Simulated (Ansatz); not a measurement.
**Hafnium, diamond under revPBE: structure, energy and stiffness**

What does revPBE give for hafnium in the diamond structure? We relax it, solve it on a dense k-mesh, then scale the cell to 7 volumes from 88 to 112 % of the relaxed one and try a fit of the equation of state. Spin polarisation is left out. The k-meshes are 9×9×9 for the relaxation; 14×14×14 for the dense run; 9×9×9 for the volumes.

This is Hf in the diamond structure; at room conditions it is hcp.

Computed with Ansatz 0.2.0 (DFT revPBE, plane waves (420 eV) with PAW, scalar-relativistic; PAW files made under PBE, frozen cores solved again for the functional, unless a step says otherwise).

## (1) The structure to begin with

It takes space group Fd-3m (No. 227, cubic). Conventional cell: a = 6.229 Å, b = 6.229 Å, c = 6.229 Å, α = 90.00°, β = 90.00°, γ = 90.00°. Hf (site symmetry -43m) is surrounded by 4 Hf at 2.70 Å.

Coordinates:

```cif
data_structure
_symmetry_space_group_name_H-M 'P 1'
_symmetry_Int_Tables_number 1
_cell_length_a 4.4047
_cell_length_b 4.4047
_cell_length_c 4.4047
_cell_angle_alpha 60.000
_cell_angle_beta 60.000
_cell_angle_gamma 60.000
_cell_volume 60.43
loop_
_atom_site_label
_atom_site_type_symbol
_atom_site_fract_x
_atom_site_fract_y
_atom_site_fract_z
_atom_site_occupancy
Hf1 Hf 0.12500 0.12500 0.12500 1
Hf2 Hf 0.87500 0.87500 0.87500 1
```

## (2) Relaxation of the cell

Contents of input.yaml:

```yaml
crystal:
  lattice:
    - [0.0, 3.114582262, 3.114582262]
    - [3.114582262, 0.0, 3.114582262]
    - [3.114582262, 3.114582262, 0.0]
  atoms:
    - { symbol: Hf, position: [0.125, 0.125, 0.125] }
    - { symbol: Hf, position: [0.875, 0.875, 0.875] }
hamiltonian:
  xc: revpbe
  pseudopotentials:
    kind: paw
    azcp:
      Hf: "pseudopotentials/Hf.paw.azcp"
basis:
  ecutwfc: 420
  fft_grid_basis: typed
kpoints:
  mp_grid: { grid: [9, 9, 9], shift: [0, 0, 0] }
magnetization:
  spin_polarized: false
scf:
  occupations: { method: fermi_dirac, width: 0.1 }
relax:
  max_steps: 60
  f_tol: 0.01
  cell: {}
```

After this run come: The energy on a finer k-mesh; At 88 % of the relaxed volume; At 92 % of the relaxed volume; At 96 % of the relaxed volume; At 100 % of the relaxed volume; At 104 % of the relaxed volume; At 108 % of the relaxed volume; At 112 % of the relaxed volume.

**Question.** What will these runs give? Wanted: space group; conventional cell; volume; shortest distance; gap on the mesh; relative to hcp; V₀, B₀, B₀′.

**Answer**, as computed:

```
                      quantity                         value
space group (spins left aside)               Fd-3m (No. 227)
             conventional cell                   a = 6.626 Å
                        volume                36.367 Å³/atom
             shortest distance                       2.869 Å
               gap on the mesh  none (levels filled in part)
               relative to hcp                +2672 meV/atom
                   V₀, B₀, B₀′   36.298 Å³/atom, 29 GPa, 0.9
```

In words: The relaxation enlarged the cell by 20.4 % in volume. It lies 2672 meV/atom above the element's reference form at the same level (hcp, from a run of its own). No gap shows: it is a metal or semimetal at this level. The fitted modulus is 29 GPa. Relaxation kept the symmetry; phonons were not checked.
